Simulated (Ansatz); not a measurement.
# Pb (Fm-3m) in Ansatz: further runs

One crystal, Pb, is run at these levels: r2SCAN+D3(BJ); tasks: single point, equation of state.

Everything below comes from runs of Ansatz 0.2.0. Logs are shortened: lines on timing, memory, paths and dates and some standing lists are left out, and cuts for length are marked.

**1. Starting point**

It takes space group Fm-3m (No. 225, cubic). Conventional cell: a = 4.950 Å, b = 4.950 Å, c = 4.950 Å, α = 90.00°, β = 90.00°, γ = 90.00°. Pb (site symmetry m-3m) is surrounded by 12 Pb at 3.50 Å.

**2. Single point, r2SCAN+D3(BJ), 28.50 Å³/atom (volume scaled by 0.94)**

The input, input.yaml:

```yaml
crystal:
  lattice:
    - [0.0, 2.4244952108, 2.4244952108]
    - [2.4244952108, 0.0, 2.4244952108]
    - [2.4244952108, 2.4244952108, 0.0]
  atoms:
    - { symbol: Pb, position: [0.0, 0.0, 0.0] }
hamiltonian:
  xc: r2scan
  pseudopotentials: { kind: paw }
  dispersion: d3bj
kpoints:
  mp_grid: { grid: [9, 9, 9] }
scf:
  occupations: { method: fermi_dirac, width: 0.05 }
output:
  forces: true
  stress: true
  eigenvalues: true
  write_density: true
  write_potential: true
  elf: true
  volumetric_format: npy
```

Potentials or basis: Ansatz PAW.

Launch:

```
ansatz run input.yaml --threads 2 --pin off --max-ram 5120MiB --backend cpu --events-out ev --progress --plain --runs-dir out
```

Log:

```text
Warning: the engine holds no damping parameters fitted to this dispersion correction and functional, so the run takes those fitted to r2scan beside the three-body term, which d3bj leaves out (hamiltonian.dispersion, under Limitations)
Warning: RAYON_NUM_THREADS=2 ignored (pool sized by the plan → 2); use --threads N
Engine: ansatz 0.2.0, aarch64-unknown-linux-gnu
Pseudopotentials: kind: paw
Pseudopotential: Pb, paw, valence charge 14, recommended cutoff 500 eV (meta_gga), Pb.paw.azcp
Functional definition: r2SCAN
  parameter k0 = 0.174
  parameter k1 = 0.065
  parameter a1 = 4.9479
  exchange = r2scan_x(k0 = k0, k1 = k1, a1 = a1)
  correlation = r2scan_c
Crystal: 1 atoms, lattice volume = 28.503 Å³
Basis set: ecut = 500 eV, 725 PW (Γ), exchange–correlation on 108×108×108 points (64 copies of the dense FFT grid, shifted against one another)
Bands: 11, of which v1, the nominal top of the filled ones, is band 7 counted from 1 (6 counted from 0)
Symmetry: 48 space group operations
Space group: Fm-3m (ITA 225), of the structure as read, at distance tolerance 3.1e-5 Å
k-points: 35 of 729
Non-local potential: Pb, projectors of the file, l = 0: 2, l = 1: 2, l = 2: 2, l = 3: 2
PAW form: soft (Blöchl's): semilocal exchange-correlation on the pseudo side does not see the compensation charge
PAW frozen core: Pb, regenerated for the run's functional (the file was generated under x = pbe(κ = 0.804, μ = 0.2195149727645171), c = pbe(β = 0.06672455060314922))
PAW one-centre angular grid: Pb, 590 points (default); XC on 160 Gauss nodes
Initial density: superposition of atomic densities (neutral atoms: chi_scale 0, normalization atom), corrected by the library's trained network
Initial wavefunctions: pseudopotential atomic-orbital guess
Functional: x = r2scan, c = r2scan; τ floored in thin density (d = 2e-4 eV/Å³)
SCF iter   1: F=—  HF=-11921.044606 eV  |F-HF|=—  |Δ(HF+E_count)|=         —  Δρ=6.76e-3  dr2=9.20e-3  dr2_τ=9.64e-4  ethr=1.77e-3  ⟨swp⟩=6.0  Hψ=2637  notcnv=0
preconditioner: auto → none  [insulator: Δε(μ)=0.364 eV  Ē_g=21.305 eV  σ=0.050 eV  W_gap=0.56  n_scr=8 (ndim 8)  ℏωp=26.0 eV  f_vac=0.000  D(μ)=0.45/eV (n_scr^D=0)  ε∞_Penn≈2.5]
SCF iter   2: F=—  HF=-11921.046686 eV  |F-HF|=—  |Δ(HF+E_count)|=   2.08e-3  Δρ=1.18e-3  dr2=2.15e-4  dr2_τ=6.87e-5  ethr=6.57e-5  ⟨swp⟩=2.2  Hψ=1049  notcnv=0  defer=8
SCF iter   3: F=—  HF=-11921.047015 eV  |F-HF|=—  |Δ(HF+E_count)|=   3.29e-4  Δρ=4.91e-4  dr2=4.28e-5  dr2_τ=3.00e-6  ethr=1.54e-6  ⟨swp⟩=3.0  Hψ=617  notcnv=0  defer=8
SCF iter   4: F=—  HF=-11921.047094 eV  |F-HF|=—  |Δ(HF+E_count)|=   7.84e-5  Δρ=3.25e-5  dr2=1.77e-7  dr2_τ=2.36e-8  ethr=3.06e-7  ⟨swp⟩=3.0  Hψ=619  notcnv=0  defer=8
iter 5 did not close the SCF: its close was put off for the readings that it lacked (scf_convergence_deferred on its scf_iter line)
SCF iter   5: F=-11921.047094 eV  HF=-11921.047094 eV  |F-HF|=1.87e-9  |Δ(HF+E_count)|=   1.67e-7  Δρ=4.21e-6  dr2=2.80e-9  dr2_τ=9.79e-10  ethr=1.27e-9  ⟨swp⟩=2.0  Hψ=616  notcnv=0  defer=8
SCF iter   6: F=-11921.047094 eV  HF=-11921.047094 eV  |F-HF|=2.69e-10  |Δ(HF+E_count)|=   2.81e-9  Δρ=6.94e-7  dr2=7.12e-11  dr2_τ=3.70e-12  ethr=2.00e-11  ⟨swp⟩=6.9  Hψ=2502  notcnv=0
SCF 1 converged in 6 iterations: F = -11921.047094 eV  dr2 = 7.12e-11
SCF converged after 6 iterations
Free energy (F): -11921.047094 eV
Harris-Foulkes:  -11921.047094 eV  (|F-HF|=2.69e-10)
Internal energy: -11921.043221 eV  (E = F + TS)
E sigma→0 (E₀):  -11921.045157 eV
Entropy (-TS):   -0.003873 eV (-3.873 meV/atom)
Fermi energy:    11.653318 eV
--- Per-component energies (eV) ---
  E_band       = -32.982069
  E_kinetic    = 289.667306
  E_local      = -975.893257  (includes V_loc(G=0)·N_el)
  E_nonlocal   = 350.361179
  E_hartree    = 390.856610
  E_xc         = -208.580290
  E_vxc        = -145.786448  (∫ρ·V_xc dr)
  E_paw        = -10433.914378  (= ΣΔE_a)
  E_vpaw       = -343.794061  (= ΣTr[D̂ρ^β])
  E_aug_tail   = 0.000019  (compensation charges beyond the density's cutoff)
  E_vtau       = 10.750162  (kinetic-family band-sum trace: ∫τ·v_τ [+ j·A + Jᵃ·Aᵃ] dr)
  E_ewald      = -1334.297968
  E_disp       = -0.207944  (pairwise vdW)
  E_core_change = 0.965502  (= ΣΔE_core)
  E_smearing   = -0.003873  (= −TS)
  E_closure    = 0.000000  (closes the sum)
  Σ components = -11921.047094   (vs F -11921.047094, Δ=0.00e0)
--- Forces (eV/Å), atoms counted from 1 ---
  atom   1  Pb    -0.00000000     0.00000000    -0.00000000
  max |Σ_I F_I| component: 1.27e-31 eV/Å
--- Stress (GPa, compression-positive) ---
        3.585351       0.000000       0.000000
        0.000000       3.585351       0.000000
       -0.000000      -0.000000       3.585351
  P = ⅓ Tr σ = 3.5854 GPa (35.854 kbar)
--- Band table (eV; the first three rows and the last of 35) ---
  k-point 0: bands = ["-5.9793", "-5.9793", "-5.9793", "-5.8020", "-5.8020", "-0.8962", "20.1114", "20.1114", "20.1114", "22.2206", "25.0065"]
  k-point 1: bands = ["-5.9812", "-5.9585", "-5.9585", "-5.8023", "-5.8023", "-0.6293", "17.5423", "19.7938", "19.7938", "21.9170", "25.6951"]
  k-point 2: bands = ["-5.9914", "-5.9342", "-5.9342", "-5.7736", "-5.7736", "0.1743", "13.7118", "19.1159", "19.1159", "21.6927", "24.7572"]
  k-point 34: bands = ["-5.9754", "-5.9578", "-5.8544", "-5.7367", "-5.6005", "4.8582", "9.8092", "10.8170", "12.7212", "23.2374", "24.1546"]
```

rho_z.tsv:

```text
# z_ang	rho[e/angstrom^3]
# format = ansatz-planar-average/11
# lattice	0.000000000	2.424495211	2.424495211
# lattice	2.424495211	0.000000000	2.424495211
# lattice	2.424495211	2.424495211	0.000000000
# sites	1
# site	82	0.000000000	0.000000000	0.000000000
0.000000	1.132498e0
0.126991	1.098804e0
0.253982	1.005541e0
0.380973	8.722991e-1
0.507964	7.221211e-1
0.634954	5.748112e-1
[... 19 lines left out ...]
3.174772	1.005541e0
3.301763	1.098804e0
```

Run time: 1.8 s. Hardware: 2 threads of Arm Neoverse V1, shared host; peak memory 0.36 GiB.

Results:

```
Free energy            : -11921.0471 eV
Pressure               : 3.6 GPa
Band gap on the k mesh : none (metal or under the smearing width)
```

Caveat: pairwise dispersion overbinds metals, which lowers pressure and volume; the PAW data sets come from PBE, with cores solved anew for the run's functional, which leaves a small shift of forces and pressure; the dispersion damping was fitted for another functional or another form of the correction.

**3. Single point, r2SCAN+D3(BJ), 29.11 Å³/atom (volume scaled by 0.96)**

The input, input.yaml:

```yaml
crystal:
  lattice:
    - [0.0, 2.4415696833, 2.4415696833]
    - [2.4415696833, 0.0, 2.4415696833]
    - [2.4415696833, 2.4415696833, 0.0]
  atoms:
    - { symbol: Pb, position: [0.0, 0.0, 0.0] }
hamiltonian:
  xc: r2scan
  pseudopotentials: { kind: paw }
  dispersion: d3bj
kpoints:
  mp_grid: { grid: [9, 9, 9] }
scf:
  occupations: { method: fermi_dirac, width: 0.05 }
output:
  forces: true
  stress: true
  eigenvalues: true
```

Potentials or basis: Ansatz PAW.

Launch:

```
ansatz run input.yaml --threads 2 --pin off --max-ram 5120MiB --backend cpu --events-out ev --progress --plain --runs-dir out
```

It took 1.4 s on 2 threads of Arm Neoverse V1, shared host; peak memory 0.35 GiB.

It converged, with:

| Item | Value |
| --- | --- |
| Free energy | -11921.0581 eV |
| Pressure | 2.3 GPa |
| Band gap on the k mesh | none (metal or under the smearing width) |

Caveat: pairwise dispersion overbinds metals, which lowers pressure and volume; the PAW data sets come from PBE, with cores solved anew for the run's functional, which leaves a small shift of forces and pressure; the dispersion damping was fitted for another functional or another form of the correction.

**4. Single point, r2SCAN+D3(BJ), 29.72 Å³/atom (volume scaled by 0.98)**

input.yaml: that of step 3 with these lines changed.

```diff
@@ -2,5 +2,5 @@
   lattice:
-    - [0.0, 2.4415696833, 2.4415696833]
-    - [2.4415696833, 0.0, 2.4415696833]
-    - [2.4415696833, 2.4415696833, 0.0]
+    - [0.0, 2.458408627, 2.458408627]
+    - [2.458408627, 0.0, 2.458408627]
+    - [2.458408627, 2.458408627, 0.0]
   atoms:
```

Launch:

```
ansatz run input.yaml --threads 2 --pin off --max-ram 5120MiB --backend cpu --events-out ev --progress --plain --runs-dir out
```

Wall time 1.4 s (2 threads of Arm Neoverse V1, shared host); peak memory 0.35 GiB.

Results (log left out):

| Property | Result |
| --- | --- |
| Free energy | -11921.0645 eV |
| Pressure | 1.1 GPa |
| Band gap on the k mesh | none (metal or under the smearing width) |

Caveat: pairwise dispersion overbinds metals, which lowers pressure and volume; the PAW data sets come from PBE, with cores solved anew for the run's functional, which leaves a small shift of forces and pressure; the dispersion damping was fitted for another functional or another form of the correction.

**5. Single point, r2SCAN+D3(BJ), 30.32 Å³/atom**

input.yaml: that of step 4 with these lines changed.

```diff
@@ -2,5 +2,5 @@
   lattice:
-    - [0.0, 2.458408627, 2.458408627]
-    - [2.458408627, 0.0, 2.458408627]
-    - [2.458408627, 2.458408627, 0.0]
+    - [0.0, 2.47502, 2.47502]
+    - [2.47502, 0.0, 2.47502]
+    - [2.47502, 2.47502, 0.0]
   atoms:
@@ -19 +19,5 @@
   eigenvalues: true
+  write_density: true
+  write_potential: true
+  elf: true
+  volumetric_format: npy
```

Launch:

```
ansatz run input.yaml --threads 2 --pin off --max-ram 5120MiB --backend cpu --events-out ev --progress --plain --runs-dir out
```

Run time: 1.8 s. Hardware: 2 threads of Arm Neoverse V1, shared host; peak memory 0.36 GiB.

It converged, with:

```yaml
Free_energy: -11921.0667 eV
Pressure: 0.1 GPa
Band_gap_on_the_k_mesh: none (metal or under the smearing width)
```

Caveat: pairwise dispersion overbinds metals, which lowers pressure and volume; the PAW data sets come from PBE, with cores solved anew for the run's functional, which leaves a small shift of forces and pressure; the dispersion damping was fitted for another functional or another form of the correction.

**6. Single point, r2SCAN+D3(BJ), 30.93 Å³/atom (volume scaled by 1.02)**

input.yaml: that of step 5 with these lines changed.

```diff
@@ -2,5 +2,5 @@
   lattice:
-    - [0.0, 2.47502, 2.47502]
-    - [2.47502, 0.0, 2.47502]
-    - [2.47502, 2.47502, 0.0]
+    - [0.0, 2.4914113386, 2.4914113386]
+    - [2.4914113386, 0.0, 2.4914113386]
+    - [2.4914113386, 2.4914113386, 0.0]
   atoms:
```

Potentials or basis: Ansatz PAW.

Launch:

```
ansatz run input.yaml --threads 2 --pin off --max-ram 5120MiB --backend cpu --events-out ev --progress --plain --runs-dir out
```

Run time: 1.8 s. Hardware: 2 threads of Arm Neoverse V1, shared host; peak memory 0.36 GiB.

Results (log left out):

| Property | Result |
| --- | --- |
| Free energy | -11921.0651 eV |
| Pressure | -0.9 GPa |
| Band gap on the k mesh | none (metal or under the smearing width) |

Caveat: pairwise dispersion overbinds metals, which lowers pressure and volume; the PAW data sets come from PBE, with cores solved anew for the run's functional, which leaves a small shift of forces and pressure; the dispersion damping was fitted for another functional or another form of the correction.

**7. Single point, r2SCAN+D3(BJ), 31.54 Å³/atom (volume scaled by 1.04)**

The input, input.yaml:

```yaml
crystal:
  lattice:
    - [0.0, 2.5075897876, 2.5075897876]
    - [2.5075897876, 0.0, 2.5075897876]
    - [2.5075897876, 2.5075897876, 0.0]
  atoms:
    - { symbol: Pb, position: [0.0, 0.0, 0.0] }
hamiltonian:
  xc: r2scan
  pseudopotentials: { kind: paw }
  dispersion: d3bj
kpoints:
  mp_grid: { grid: [9, 9, 9] }
scf:
  occupations: { method: fermi_dirac, width: 0.05 }
output:
  forces: true
  stress: true
  eigenvalues: true
```

Launch:

```
ansatz run input.yaml --threads 2 --pin off --max-ram 5120MiB --backend cpu --events-out ev --progress --plain --runs-dir out
```

Wall time 1.5 s (2 threads of Arm Neoverse V1, shared host); peak memory 0.35 GiB.

Results (log left out):

- Free energy: -11921.0603 eV
- Pressure: -1.7 GPa
- Band gap on the k mesh: none (metal or under the smearing width)

Caveat: pairwise dispersion overbinds metals, which lowers pressure and volume; the PAW data sets come from PBE, with cores solved anew for the run's functional, which leaves a small shift of forces and pressure; the dispersion damping was fitted for another functional or another form of the correction.

**8. Single point, r2SCAN+D3(BJ), 32.14 Å³/atom (volume scaled by 1.06)**

input.yaml: that of step 7 with these lines changed.

```diff
@@ -2,5 +2,5 @@
   lattice:
-    - [0.0, 2.5075897876, 2.5075897876]
-    - [2.5075897876, 0.0, 2.5075897876]
-    - [2.5075897876, 2.5075897876, 0.0]
+    - [0.0, 2.5235621278, 2.5235621278]
+    - [2.5235621278, 0.0, 2.5235621278]
+    - [2.5235621278, 2.5235621278, 0.0]
   atoms:
@@ -19 +19,5 @@
   eigenvalues: true
+  write_density: true
+  write_potential: true
+  elf: true
+  volumetric_format: npy
```

Launch:

```
ansatz run input.yaml --threads 2 --pin off --max-ram 5120MiB --backend cpu --events-out ev --progress --plain --runs-dir out
```

It took 1.8 s on 2 threads of Arm Neoverse V1, shared host; peak memory 0.36 GiB.

Results (log left out):

```yaml
Free_energy: -11921.0526 eV
Pressure: -2.4 GPa
Band_gap_on_the_k_mesh: none (metal or under the smearing width)
```

Caveat: pairwise dispersion overbinds metals, which lowers pressure and volume; the PAW data sets come from PBE, with cores solved anew for the run's functional, which leaves a small shift of forces and pressure; the dispersion damping was fitted for another functional or another form of the correction.

**9. Equation of state, r2SCAN+D3(BJ)**

Potentials or basis: Ansatz PAW.

This step only gathers the single runs of the series.

What came out:

- Equilibrium volume: 30.36 Å³/atom
- Bulk modulus: 49 GPa
- Pressure derivative of the bulk modulus: 5.1

Energy against volume, from the lowest point:
```csv
volume (Å³/atom),energy (meV/atom)
28.503,19.58
29.110,8.52
29.716,2.16
30.323,0.00
30.929,1.56
31.535,6.40
32.142,14.10
```

Caveat: the PAW data sets were made with another functional, which shifts forces and pressure a little. The run has no spin-orbit coupling, so splittings on Pb are missing.

**10. How close it comes**

Step 9. The cell as given is a measured one (30.32 Å³/atom); r2SCAN+D3(BJ) puts the equilibrium volume +0.1 % from it, thermal expansion not counted.
